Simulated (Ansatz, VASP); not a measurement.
ZnS: VASP beside Ansatz

```
Zn S
1.0
     0.04715    2.69451    2.69451
     2.74167    0.00000    2.74167
     2.69451    2.69451    0.04715
Zn S
1 1
Direct
  0.00000 0.00000 0.00000
  0.75000 0.75000 0.75000
```

Change from the starting cell: strain +0.0350 x Voigt [0, 0, 0, 0, 1, 0], atoms carried along.

Alike in both runs: task single point; functional r2SCAN; k mesh 8 × 8 × 8; occupations gaussian, width 0.05 eV; no spin polarisation.

|  | VASP | Ansatz |
| --- | --- | --- |
| version | VASP 6.6.1 | Ansatz 0.2.0 |
| potentials or method | VASP PAW PBE potentials, release 64 (Zn, S) | scalar-relativistic, plane waves, PAW |
| plane-wave cutoff (eV) | 520 | 500 |
| valence electrons in the cell | 18 | 18 |

|  | VASP | Ansatz | Ansatz less VASP |
| --- | --- | --- | --- |
| gap on the k mesh at the Fermi level (eV) | 2.63 | 2.62 | -0.010 |
| least direct gap on the mesh (eV) | 2.63 | 2.62 | -0.010 |
| pressure (GPa) | 0.2 | 0.1 | -0.02 |
| largest component of the traceless stress (GPa) | 2.55 | 2.55 | -0.005 |
| rms of the force components (eV/Å) | 0.116 | 0.116 | -0.0001 |

Atom by atom the forces differ by 0.000 eV/Å (rms over components).

Caveats: the PAW data sets were made with another functional, which shifts forces and pressure a little (VASP).
